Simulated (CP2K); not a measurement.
# KCl (Sylvite) (Fm-3m) in CP2K: further runs

Runs on KCl (Sylvite). Level: PBE. Tasks: band structure.

Program: CP2K 2026.2. These are calculated values, not measurements. Logs are shortened: lines on timing, memory, paths and dates and some standing lists are left out, and cuts for length are marked.

**Measured values to compare with.**

A printed reference work, monograph reports, for a bulk crystal of KCl: band gap 8.68 eV.

The results are compared with them further down.

### Step 1. Starting point

It takes space group Fm-3m (No. 225, cubic). The conventional cell has a = 6.293 Å, b = 6.293 Å, c = 6.293 Å, α = 90.00°, β = 90.00°, γ = 90.00°. Around K (site symmetry m-3m) lie 6 Cl at 3.15 Å. Cl (site symmetry m-3m) is surrounded by 6 K at 3.15 Å.

### Step 2. Band structure, PBE

Input file kcl_bands.inp:

```
&GLOBAL
  PROJECT kcl_bands
  RUN_TYPE ENERGY_FORCE
  PRINT_LEVEL LOW
&END GLOBAL
&FORCE_EVAL
  METHOD QS
  STRESS_TENSOR ANALYTICAL
  &DFT
    BASIS_SET_FILE_NAME BASIS_MOLOPT_UZH
    POTENTIAL_FILE_NAME POTENTIAL_UZH
    &MGRID
      CUTOFF 500
      REL_CUTOFF 60
      NGRIDS 4
    &END MGRID
    &QS
      METHOD GPW
      EPS_DEFAULT 1.0E-10
    &END QS
    &KPOINTS
      SCHEME MONKHORST-PACK 7 7 7
      GAMMA_CENTERED T
      SYMMETRY T
      SYMMETRY_BACKEND SPGLIB
    &END KPOINTS
    &SCF
      SCF_GUESS ATOMIC
      EPS_SCF 1.0E-6
      MAX_SCF 100
      ADDED_MOS 10
      CHOLESKY OFF
      EPS_EIGVAL 1.0E-7
      &DIAGONALIZATION ON
        ALGORITHM STANDARD
      &END DIAGONALIZATION
      &MIXING ON
        METHOD BROYDEN_MIXING
        ALPHA 0.4
        BETA 1.5
        NBUFFER 8
      &END MIXING
      &SMEAR ON
        METHOD FERMI_DIRAC
        ELECTRONIC_TEMPERATURE [K] 580.226
      &END SMEAR
    &END SCF
    &XC
      &XC_FUNCTIONAL PBE
      &END XC_FUNCTIONAL
    &END XC
    &PRINT
      &KPOINTS ON
      &END KPOINTS
      &MULLIKEN ON
      &END MULLIKEN
      &MO ON
        ENERGIES T
        OCCUPATION_NUMBERS T
        &EACH
          QS_SCF 0
        &END EACH
        ADD_LAST NUMERIC
      &END MO
      &LOWDIN ON
      &END LOWDIN
      &HIRSHFELD ON
        SHAPE_FUNCTION DENSITY
      &END HIRSHFELD
      &BAND_STRUCTURE
        FILE_NAME bands.bs
        ADDED_MOS 2
        &KPOINT_SET
          UNITS B_VECTOR
          NPOINTS 6
          SPECIAL_POINT GAMMA 0.00000000 0.00000000 0.00000000
          SPECIAL_POINT X 0.50000000 0.00000000 0.50000000
          SPECIAL_POINT W 0.50000000 0.25000000 0.75000000
          SPECIAL_POINT K 0.37500000 0.37500000 0.75000000
          SPECIAL_POINT GAMMA 0.00000000 0.00000000 0.00000000
          SPECIAL_POINT L 0.50000000 0.50000000 0.50000000
          SPECIAL_POINT U 0.62500000 0.25000000 0.62500000
          SPECIAL_POINT W 0.50000000 0.25000000 0.75000000
          SPECIAL_POINT L 0.50000000 0.50000000 0.50000000
          SPECIAL_POINT K 0.37500000 0.37500000 0.75000000
        &END KPOINT_SET
        &KPOINT_SET
          UNITS B_VECTOR
          NPOINTS 6
          SPECIAL_POINT U 0.62500000 0.25000000 0.62500000
          SPECIAL_POINT X 0.50000000 0.00000000 0.50000000
        &END KPOINT_SET
      &END BAND_STRUCTURE
    &END PRINT
  &END DFT
  &SUBSYS
    &CELL
      A 4.4497805476 0.0000000000 0.0000000000
      B 2.2248902738 3.8536229955 0.0000000000
      C 2.2248902738 1.2845409985 3.6332306030
      PERIODIC XYZ
    &END CELL
    &COORD
      SCALED
      K   0.0000000000 0.0000000000 0.0000000000
      Cl  0.5000000000 0.5000000000 0.5000000000
    &END COORD
    &KIND K
      BASIS_SET TZVP-MOLOPT-PBE-GTH-q9
      POTENTIAL GTH-PBE-q9
    &END KIND
    &KIND Cl
      BASIS_SET TZVP-MOLOPT-PBE-GTH-q7
      POTENTIAL GTH-PBE-q7
    &END KIND
    &PRINT
      &ATOMIC_COORDINATES ON
      &END ATOMIC_COORDINATES
      &CELL ON
      &END CELL
    &END PRINT
  &END SUBSYS
  &PRINT
    &FORCES ON
    &END FORCES
    &STRESS_TENSOR ON
    &END STRESS_TENSOR
  &END PRINT
&END FORCE_EVAL
```

Potentials or basis: POTENTIAL_UZH K GTH-PBE-q9, Cl GTH-PBE-q7; TZVP-MOLOPT-PBE-GTH basis.

Command:

```
$ OMP_NUM_THREADS=1 cp2k.psmp -i kcl_bands.inp -o kcl_bands.out
```

kcl_bands.out:

```text

 CP2K| version string:                                       CP2K version 2026.2
 CP2K| Input file name                                             kcl_bands.inp

 GLOBAL| Force Environment number                                              1
 GLOBAL| Basis set file name                                    BASIS_MOLOPT_UZH
 GLOBAL| Potential file name                                       POTENTIAL_UZH
 GLOBAL| MM Potential file name                                     MM_POTENTIAL
 GLOBAL| Coordinate file name                                      __STD_INPUT__
 GLOBAL| Method name                                                        CP2K
 GLOBAL| Project name                                                  kcl_bands
 GLOBAL| Run type                                                   ENERGY_FORCE
 GLOBAL| FFT library                                                       FFTW3
[... 6 lines left out ...]
 GLOBAL| Total number of message passing processes                             1
 GLOBAL| Number of threads for this process                                    1
 GLOBAL| CPU model name            Intel(R) Xeon(R) Platinum 8375C CPU @ 2.90GHz

 CELL| Volume [angstrom^3]:                                            62.301827
 CELL| Vector a [angstrom]:       4.450     0.000     0.000   |a| =     4.449781
 CELL| Vector b [angstrom]:       2.225     3.854     0.000   |b| =     4.449781
 CELL| Vector c [angstrom]:       2.225     1.285     3.633   |c| =     4.449781
 CELL| Angle (b,c), alpha [degree]:                                    60.000000
 CELL| Angle (a,c), beta  [degree]:                                    60.000000
 CELL| Angle (a,b), gamma [degree]:                                    60.000000
 CELL| Numerically orthorhombic:                                              NO
 CELL| Periodicity                                                           XYZ

 CELL_REF| Volume [angstrom^3]:                                        62.301827
 CELL_REF| Vector a [angstrom     4.450     0.000     0.000   |a| =     4.449781
 CELL_REF| Vector b [angstrom     2.225     3.854     0.000   |b| =     4.449781
 CELL_REF| Vector c [angstrom     2.225     1.285     3.633   |c| =     4.449781
 CELL_REF| Angle (b,c), alpha [degree]:                                60.000000
 CELL_REF| Angle (a,c), beta  [degree]:                                60.000000
 CELL_REF| Angle (a,b), gamma [degree]:                                60.000000
 CELL_REF| Numerically orthorhombic:                                          NO
 CELL_REF| Periodicity                                                       XYZ
[... 9 lines left out ...]
 TOTAL NUMBERS AND MAXIMUM NUMBERS

  Total number of            - Atomic kinds:                                   2
                             - Atoms:                                          2
                             - Shell sets:                                     2
                             - Shells:                                        15
                             - Primitive Cartesian functions:                 10
                             - Cartesian basis functions:                     37
                             - Spherical basis functions:                     35

  Maximum angular momentum of- Orbital basis functions:                        2
                             - Local part of the GTH pseudopotential:          2
                             - Non-local part of the GTH pseudopotential:      3

 MODULE QUICKSTEP: ATOMIC COORDINATES IN ANGSTROM

   Atom Kind Element         X             Y             Z       Z(eff)     Mass
      1    1 K    19      0.000000      0.000000      0.000000   9.0000  39.0983
      2    2 Cl   17      4.449781      2.569082      1.816615   7.0000  35.4530

 SCF PARAMETERS         Density guess:                                    ATOMIC
[... 9 lines left out ...]
                        --------------------------------------------------------
                        level_shift [a.u.]:                             0.000000
                        added MOs                                        10    0
                        --------------------------------------------------------
                        Mixing method:                            BROYDEN_MIXING
                                                charge density mixing in g-space
                        --------------------------------------------------------
                        Smear method:                                FERMI_DIRAC
                        Electronic temperature [K]:                        580.2
                        Electronic temperature [a.u.]:                  1.84E-03
                        Accuracy threshold:                             1.00E-10
                        --------------------------------------------------------
                        No outer SCF

 *******************************************************************************
                                    Kpoints
 *******************************************************************************
 BRILLOUIN| K-point scheme                                        Monkhorst-Pack
 BRILLOUIN| K-Point grid                                             7    7    7
 BRILLOUIN| Gamma-centered k-point mesh                                     ON
[... 47 lines left out ...]
     6 Broy./Diag. 0.40E+00    3.4     0.00237750       -43.3860342521 -1.33E-02
     7 Broy./Diag. 0.40E+00    2.9     0.00037152       -43.3791272021  6.91E-03
     8 Broy./Diag. 0.40E+00    3.0     0.00024944       -43.3810944385 -1.97E-03
     9 Broy./Diag. 0.40E+00    2.8     0.00003753       -43.3808111074  2.83E-04
    10 Broy./Diag. 0.40E+00    2.5     0.00003724       -43.3806479658  1.63E-04
    11 Broy./Diag. 0.40E+00    3.4     0.00000453       -43.3805931628  5.48E-05
    12 Broy./Diag. 0.40E+00    2.7     0.00000300       -43.3805839929  9.17E-06
    13 Broy./Diag. 0.40E+00    2.7     0.00000146       -43.3805804217  3.57E-06
    14 Broy./Diag. 0.40E+00    2.7     0.00000021       -43.3805764586  3.96E-06

  *** SCF run converged in    14 steps ***

  Electronic density on regular grids:        -15.9999999998        0.0000000002
  Core density on regular grids:               15.9999999990       -0.0000000010
  Total charge density on r-space grids:       -0.0000000008
  Total charge density g-space grids:          -0.0000000008

  Overlap energy of the core charge distribution:               0.00000000000000
  Self energy of the core charge distribution:                -94.10493637360662
  Core Hamiltonian energy:                                     21.87127165435147
  Hartree energy:                                              36.18250101745978
  Exchange-correlation energy:                                 -7.32941275679601
  Electronic entropic energy:                                  -0.00000000000049
  Fermi energy:                                                 0.03908952691258

  Total energy:                                               -43.38057645859188
  Total energy (extrapolated to T->0):                        -43.38057645859163

 MO| EIGENVALUES AND OCCUPATION NUMBERS FOR K POINT 1
 MO|
 MO|  Index      Eigenvalue [a.u.]        Eigenvalue [eV]             Occupation
 MO|      1              -1.002335             -27.274916               2.000000
 MO|      2              -0.455466             -12.393858               2.000000
 MO|      3              -0.395590             -10.764545               2.000000
 MO|      4              -0.395590             -10.764545               2.000000
 MO|      5              -0.386905             -10.528214               2.000000
 MO|      6              -0.040445              -1.100554               2.000000
[... 322 lines left out ...]
 MO|     17               0.531758              14.469863               0.000000
 MO|     18               0.684367              18.622570               0.000000
 MO| Sum:                                                              16.000000
 MO| E(Fermi):            0.039090 a.u.          1.063680 eV

 [... the levels of further k-points ...]

 !-----------------------------------------------------------------------------!
                     Mulliken Population Analysis

 #  Atom  Element  Kind  Atomic population                           Net charge
       1     K        1          8.261264                              0.738736
       2     Cl       2          7.738736                             -0.738736
 # Total charge                             16.000000                  0.000000

 !-----------------------------------------------------------------------------!

 !-----------------------------------------------------------------------------!
                           Hirshfeld Charges

  #Atom  Element  Kind  Ref Charge     Population                    Net charge
      1       K      1       9.000          8.735                         0.265
      2       Cl     2       7.000          7.265                        -0.265

  Total Charge                                                           -0.000
 !-----------------------------------------------------------------------------!

 LOWDIN POPULATION ANALYSIS

 #  Atom  Element  Kind  Atomic population                           Net charge
       1     K        1          8.925477                              0.074523
       2     Cl       2          7.074523                             -0.074523
 # Total charge                             16.000000                  0.000000

 KPOINTS| Band Structure Calculation
 KPOINTS| Number of k-point sets                                               2
 KPOINTS| Number of added MOs/bands                                            2
 KPOINTS| Number of k-points in set    1                                      55
 KPOINTS| In units of b-vector [2pi/Bohr]
 KPOINTS| Special point     1       GAMMA     0.000000     0.000000     0.000000
 KPOINTS| Special point     2           X     0.500000     0.000000     0.500000
 KPOINTS| Special point     3           W     0.500000     0.250000     0.750000
 KPOINTS| Special point     4           K     0.375000     0.375000     0.750000
 KPOINTS| Special point     5       GAMMA     0.000000     0.000000     0.000000
 KPOINTS| Special point     6           L     0.500000     0.500000     0.500000
 KPOINTS| Special point     7           U     0.625000     0.250000     0.625000
 KPOINTS| Special point     8           W     0.500000     0.250000     0.750000
 KPOINTS| Special point     9           L     0.500000     0.500000     0.500000
 KPOINTS| Special point    10           K     0.375000     0.375000     0.750000
 KPOINTS| Number of k-points in set    2                                       7
 KPOINTS| In units of b-vector [2pi/Bohr]
 KPOINTS| Special point     1           U     0.625000     0.250000     0.625000
 KPOINTS| Special point     2           X     0.500000     0.000000     0.500000

 ENERGY| Total FORCE_EVAL ( QS ) energy [hartree]            -43.380575691464863

 FORCES| Atomic forces [hartree/bohr]
 FORCES|   Atom     x               y               z               |f|
 FORCES|      1 -1.66615223E-14 -1.66199019E-14 -4.47506883E-15   2.39552438E-14
 FORCES|      2  3.26671605E-15 -1.84718910E-15  2.19932094E-14   2.23110914E-14
 FORCES| Sum    -1.33948063E-14 -1.84670910E-14  1.75181406E-14
 FORCES| Total atomic force                                       2.87635105E-14

 STRESS| Analytical stress tensor [bar]
 STRESS|                        x                   y                   z
 STRESS|      x        7.86636741617E+03   1.41305234227E-03   1.62800389222E-03
 STRESS|      y        1.41305234227E-03   7.86635394193E+03   2.17443668767E-03
 STRESS|      z        1.62800389222E-03   2.17443668767E-03   7.86632659119E+03
 STRESS| 1/3 Trace                                             7.86634931643E+03
 STRESS| Determinant                                           4.86765381540E+11

 STRESS| Eigenvectors and eigenvalues of the analytical stress tensor [bar]
 STRESS|                        1                   2                   3
 STRESS| Eigenvalues   7.86632636361E+03   7.86635393953E+03   7.86636764614E+03
 STRESS|      x          -0.036873749387     -0.112619058217      0.992953812789
 STRESS|      y          -0.076670689727      0.991019605313      0.109552486154
 STRESS|      z           0.996374393460      0.072090842774      0.045177189434
```

Run time: 49 s. Hardware: 1 thread of Intel Xeon Platinum 8375C at 2.90GHz (Ice Lake), shared host; peak memory 0.37 GiB.

What came out:

| Quantity | Value |
| --- | --- |
| Free energy | -1180.4455 eV |
| Pressure | 0.8 GPa |
| Band gap on the k mesh | 5.16 eV, direct |
| Band gap along the path | 5.16 eV, direct |
| Mulliken charges | K +0.74; Cl -0.74 e |
| Hirshfeld charges | K +0.27; Cl -0.27 e |

Levels at the corners of the path, in eV from the valence-band top:
| point | band 6 | band 7 | band 8 | band 9 | band 10 | band 11 |
| --- | --- | --- | --- | --- | --- | --- |
| Γ | 0.00 | 0.00 | 0.00 | 5.16 | 8.62 | 8.62 |
| X | -0.67 | -0.23 | -0.23 | 6.68 | 8.36 | 10.09 |
| W | -0.49 | -0.48 | -0.48 | 8.15 | 8.15 | 9.54 |
| K | -0.57 | -0.55 | -0.29 | 7.40 | 9.16 | 9.35 |
| Γ | 0.00 | 0.00 | 0.00 | 5.16 | 8.62 | 8.62 |
| L | -1.06 | -0.33 | -0.33 | 7.65 | 8.62 | 10.66 |
| U | -0.57 | -0.55 | -0.29 | 7.40 | 9.16 | 9.35 |
| W | -0.49 | -0.48 | -0.48 | 8.15 | 8.15 | 9.54 |
| L | -1.06 | -0.33 | -0.33 | 7.65 | 8.62 | 10.66 |
| K | -0.57 | -0.55 | -0.29 | 7.40 | 9.16 | 9.35 |
| U | -0.57 | -0.55 | -0.29 | 7.40 | 9.16 | 9.35 |
| X | -0.67 | -0.23 | -0.23 | 6.68 | 8.36 | 10.09 |

Caveat: Mulliken charges move with the basis; the basis of atomic orbitals isn't converged, which shifts pressures, moduli and gaps.

(Continued in part 2 of 2.)
